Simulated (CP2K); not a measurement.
Runs of CP2K 2026.2 on LiCl. All rows change the cell; the cell of one of them follows. Symmetry: R-3m, No. 166, trigonal system. Conventional cell: a = 3.627 Å, b = 3.627 Å, c = 8.529 Å, α = 90.00°, β = 90.00°, γ = 120.00°. Cl (site symmetry -3m) has 6 Li at 2.53 Å as nearest neighbours. Li (site symmetry -3m) is surrounded by 6 Cl at 2.53 Å. 

```tsv
cell	gap on the mesh (eV)	pressure (GPa)
strain_c = -0.04	6.37	2.1
strain_c = -0.02	(a)	1.3
strain_c = 0	6.31	0.6
strain_c = 0.02	6.15	(b)
strain_c = 0.04	5.99	(c)
strain_c = 0.06	5.84	-1.1
```

Alike in all rows: task band structure; level PBE; potentials or basis POTENTIAL_UZH Cl GTH-PBE-q7, Li GTH-PBE-q3; TZVP-MOLOPT-PBE-GTH basis; no spin polarisation; k mesh 9 × 9 × 9; smearing fermi-dirac 0.05 eV.

Estimate the missing entries.

(a) 6.34; (b) -0.1; (c) -0.6.

Caveats: the basis of atomic orbitals isn't converged, which shifts pressures, moduli and gaps.

